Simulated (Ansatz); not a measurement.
# W2C in Ansatz: the effect of exact exchange

The system is W2C.

```
W C
1.0
     3.07005    0.00000    0.00000
    -1.53502    2.65874    0.00000
     0.00000    0.00000    4.67843
W C
2 1
Direct
  0.66667 0.33333 0.25367
  0.33333 0.66667 0.74633
  0.00000 0.00000 0.00000
```

The cell comes from a database or a generator and needn't be the stable form of this composition.

Alike in all runs:

```yaml
Program: Ansatz 0.2.0
Task: single point
Functional: HSE06 form with a typed share of exact exchange
Potentials_or_basis: Ansatz PAW
Cutoff: "420 eV (not typed: the program's choice for these potentials)"
k_mesh: 5 × 5 × 3
Occupations: fermi-dirac, width 0.05 eV
Spin: no spin polarisation
```

| exact exchange | pressure (GPa) | largest force (eV/Å) |
| --- | --- | --- |
| 0.05 | -3.3 | 0.43 |
| 0.1 | -5.0 | 0.51 |
| 0.15 | -6.8 | 0.59 |
| 0.2 | ? | ? |

Task: What does the run with exact exchange 0.2 give?

Result: Pressure -8.5 GPa; largest force 0.67 eV/Å.

Worked out: A straight line through the other rows of the pressure, of slope -35 GPa per unit of exact exchange, extrapolates to -8.5 GPa, against the run's -8.5. A straight line through the other rows of the largest force, of slope 1.6 eV/Å per unit of exact exchange, extrapolates to 0.67 eV/Å, against the run's 0.67.

Caveats: all runs use coarse meshes; the PAW data sets come from PBE, with cores solved anew for the run's functional, which leaves a small shift of forces and pressure; the thresholds are loose for stress.
